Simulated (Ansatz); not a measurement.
The calculation used DFT PBE, scalar-relativistic, plane waves, PAW (Ansatz 0.2.0). Settings: cutoff 420 eV, Γ-centred meshes spaced at most about 0.3 Å⁻¹, and about 0.25 Å⁻¹ or finer for metals (2π included), Gaussian smearing. Spin is collinear in cells that carry moments; the others ran without spin or lost their moments.

Temperature and zero-point effects are left out.

Two forms of ScAl₅ were relaxed alike.

A. (no moments)

```cif
data_structure
_symmetry_space_group_name_H-M 'Cmmm'
_symmetry_Int_Tables_number 65
_cell_length_a 4.0826
_cell_length_b 12.3321
_cell_length_c 4.0954
_cell_angle_alpha 90.000
_cell_angle_beta 90.000
_cell_angle_gamma 90.000
_cell_volume 206.19
loop_
_atom_site_label
_atom_site_type_symbol
_atom_site_symmetry_multiplicity
_atom_site_Wyckoff_symbol
_atom_site_fract_x
_atom_site_fract_y
_atom_site_fract_z
_atom_site_occupancy
Sc1 Sc 2 c 0.50000 0.00000 0.50000 1
Al1 Al 2 a 0.00000 0.00000 0.00000 1
Al2 Al 4 i 0.00000 0.66990 0.00000 1
Al3 Al 4 j 0.50000 0.66922 0.50000 1
```

B. (parallel moments up to 0.2 μB)

```cif
data_structure
_symmetry_space_group_name_H-M 'P4/mmm'
_symmetry_Int_Tables_number 123
_cell_length_a 2.9383
_cell_length_b 2.9383
_cell_length_c 12.1796
_cell_angle_alpha 90.000
_cell_angle_beta 90.000
_cell_angle_gamma 90.000
_cell_volume 105.16
loop_
_atom_site_label
_atom_site_type_symbol
_atom_site_symmetry_multiplicity
_atom_site_Wyckoff_symbol
_atom_site_fract_x
_atom_site_fract_y
_atom_site_fract_z
_atom_site_occupancy
Sc1 Sc 1 b 0.00000 0.00000 0.50000 1
Al1 Al 2 g 0.00000 0.00000 0.83754 1
Al2 Al 1 c 0.50000 0.50000 0.00000 1
Al3 Al 2 h 0.50000 0.50000 0.32230 1
```

**Question.** Which placement of the atoms is lower in energy, and by how much?

**Answer.** A is lower, by 129 meV/atom. The two share one framework of sites and differ in which element sits where. A has Sc and Al ordered on fcc sites, space group Cmmm (No. 65), 17.2 Å³/atom and no gap on its mesh; B has Sc and Al ordered on fcc sites, space group P4/mmm (No. 123), 17.5 Å³/atom and no gap. Counting all near atoms (those within 1.25 times the shortest distance at each site), A and B both have Sc 12, Al 12. Their magnetic states differ too. Both come from invented guesses. Shaken at random and relaxed again, A came back. Checks on A: no imaginary mode at Γ (other wave vectors untested).

Another magnetic order may lie lower. Cells without such a test can be saddle points.
